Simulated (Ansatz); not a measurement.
# FeCo3: magnetic states

The task, for FeCo3: test the held total moment.

Program: Ansatz 0.2.0. Level of theory: DFT PBEsol, scalar-relativistic, plane waves, PAW. These are calculated values, not measurements.

8 further runs of the same task are left out: 7 that didn't finish, 1 set aside as unsound or not needed. Runs told in other sessions of the task aren't counted.

### 1 The system as given

Symmetry: Pm-3m, No. 221, cubic system. The conventional cell has a = 3.536 Å, b = 3.536 Å, c = 3.536 Å, α = 90.00°, β = 90.00°, γ = 90.00°. Around Fe (site symmetry m-3m) lie 12 Co at 2.50 Å. Co (site symmetry 4/mmm) has 4 Fe at 2.50 Å and 8 Co at 2.50 Å in its first shell of neighbours.

As a file:

```cif
data_structure
_symmetry_space_group_name_H-M 'Pm-3m'
_symmetry_Int_Tables_number 221
_cell_length_a 3.5357
_cell_length_b 3.5357
_cell_length_c 3.5357
_cell_angle_alpha 90.000
_cell_angle_beta 90.000
_cell_angle_gamma 90.000
_cell_volume 44.20
loop_
_atom_site_label
_atom_site_type_symbol
_atom_site_symmetry_multiplicity
_atom_site_Wyckoff_symbol
_atom_site_fract_x
_atom_site_fract_y
_atom_site_fract_z
_atom_site_occupancy
Fe1 Fe 1 a 0.00000 0.00000 0.00000 1
Co1 Co 3 c 0.50000 0.50000 0.00000 1
```

The structure comes from the Materials Project (structure only); it is used as listed.

### 2 The base run, which the others are set against

input.yaml reads:

```yaml
crystal:
  lattice:
    - [3.53570262, 0.0, 0.0]
    - [0.0, 3.53570262, 0.0]
    - [0.0, 0.0, 3.53570262]
  atoms:
    - { symbol: Fe, position: [0.0, 0.0, 0.0], spin: 2.89 }
    - { symbol: Co, position: [0.5, 0.5, 0.0], spin: 1.87 }
    - { symbol: Co, position: [0.5, 0.0, 0.5], spin: 1.87 }
    - { symbol: Co, position: [0.0, 0.5, 0.5], spin: 1.87 }
basis:
  ecutwfc: 420
kpoints:
  mp_grid: { grid: [12, 12, 12] }
hamiltonian:
  xc: pbesol
scf:
  occupations: { method: gaussian, width: 0.1 }
output:
  forces: true
  stress: true
  eigenvalues: true
  populations: true
  write_density: true
  write_potential: true
  elf: true
  volumetric_format: npy
magnetization:
  spin_polarized: true
```

Its results, from an earlier run: -4931.9202 eV/atom at zero smearing, pressure -8.48 GPa, largest force 0.000 eV/Å, no gap on the mesh, site moments Fe +2.59, Co +1.66 (×3) μB, in 13 SCF cycles and 41 s.

### 3 Held total moment set to 0 μB

input.yaml reads:

```yaml
crystal:
  lattice:
    - [3.53570262, 0.0, 0.0]
    - [0.0, 3.53570262, 0.0]
    - [0.0, 0.0, 3.53570262]
  atoms:
    - { symbol: Fe, position: [0.0, 0.0, 0.0] }
    - { symbol: Co, position: [0.5, 0.5, 0.0] }
    - { symbol: Co, position: [0.5, 0.0, 0.5] }
    - { symbol: Co, position: [0.0, 0.5, 0.5] }
basis:
  ecutwfc: 420
kpoints:
  mp_grid: { grid: [12, 12, 12] }
hamiltonian:
  xc: pbesol
scf:
  occupations: { method: gaussian, width: 0.1 }
  lower_state_search: "off"
output:
  forces: true
  stress: true
  eigenvalues: true
magnetization:
  spin_polarized: true
  initial_magnetization: 0.0
  spin_locking: { lock_magnetization: hard }
```

Command:

```
ansatz run input.yaml --threads 1 --pin off --max-ram 2560MiB --backend cpu --events-out ev --progress --plain --runs-dir out
```

### 4 Held total moment set to 2.5 μB

Changes to input.yaml since step 3:

```diff
@@ -25,3 +25,3 @@
   spin_polarized: true
-  initial_magnetization: 0.0
+  initial_magnetization: 2.5
   spin_locking: { lock_magnetization: hard }
```

### 5 Held total moment set to 15 μB

Changes to input.yaml since step 4:

```diff
@@ -25,3 +25,3 @@
   spin_polarized: true
-  initial_magnetization: 2.5
+  initial_magnetization: 15.0
   spin_locking: { lock_magnetization: hard }
```

### 6 Held total moment set to 17.5 μB

Changes to input.yaml since step 5:

```diff
@@ -25,3 +25,3 @@
   spin_polarized: true
-  initial_magnetization: 15.0
+  initial_magnetization: 17.5
   spin_locking: { lock_magnetization: hard }
```

### 7 Held total moment: 20 μB

Changes to input.yaml since step 6:

```diff
@@ -25,3 +25,3 @@
   spin_polarized: true
-  initial_magnetization: 17.5
+  initial_magnetization: 20.0
   spin_locking: { lock_magnetization: hard }
```

(Steps that only read results are left out.)

Q: Predict the outcome of the series: the values and the trend.

The runs gave:

| quantity | value |
| --- | --- |
| held moment of lowest energy | 2.50 μB/cell |

What this shows: The energy is lowest at 2.50 μB per cell on this grid, 69.6 meV/atom under the state without net moment. The pressure climbs by 190.1 GPa from the first to the last point: a larger moment wants a larger cell. The listed cell is far from this method's equilibrium (-8.5 GPa, forces up to 0.00 eV/Å), so its values are not those of the relaxed crystal.
